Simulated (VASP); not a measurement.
CuI (Marshite): relaxation of the atoms with PBE

The system is CuI (Marshite).

```
CELL_PARAMETERS angstrom
0.00000 2.99874 2.99874
2.99874 0.00000 2.99874
2.99874 2.99874 0.00000
ATOMIC_POSITIONS crystal
Cu 0.25000 0.25000 0.25000
I 0.00000 0.00000 0.00000
```

The cell isn't the ideal one: a relaxed cell with its volume scaled by 0.96.

```json
{"Program": "VASP 6.6.1", "Task": "relaxation of the atoms", "Functional": "PBE", "Potentials or basis": "VASP PAW PBE potentials, release 64 (Cu, I)", "Cutoff": "600 eV", "k mesh": "8 × 8 × 8", "Occupations": "gaussian, width 0.03 eV", "Spin": "no spin polarisation", "Further INCAR settings": "ALGO = Fast; EDIFF = 1e-07; IBRION = 2; EDIFFG = -0.01; NSW = 40"}
```

The pressure after relaxing is 1.8 GPa and the band gap on the k mesh is 1.23 eV, direct.

Final structure:
```
CELL_PARAMETERS angstrom
0.00000 2.99874 2.99874
2.99874 0.00000 2.99874
2.99874 2.99874 0.00000
ATOMIC_POSITIONS crystal
Cu 0.25000 0.25000 0.25000
I 0.00000 0.00000 0.00000
```

Levels at points of the mesh, in eV from the valence-band top:
```tsv
k point	band 6	band 7	band 8	band 9	band 10	band 11	band 12	band 13
(0.00, 0.00, 0.00)	-1.99	0.00	0.00	0.00	1.23	4.84	4.84	4.84
(0.50, 0.00, 0.00)	-1.96	-1.91	-0.76	-0.76	2.19	5.38	5.38	7.46
(0.50, 0.50, 0.00)	-1.92	-1.90	-1.61	-1.61	2.65	2.89	9.42	9.93
```

It took 13 s on 1 thread of Intel(R) Xeon(R) 6975P-C (Granite Rapids), on a shared host, peak memory 0.21 GiB.

Caveat: the relaxation stopped at its first step, so nothing moved; spin-orbit coupling is left out, which moves the levels of the heavy elements.
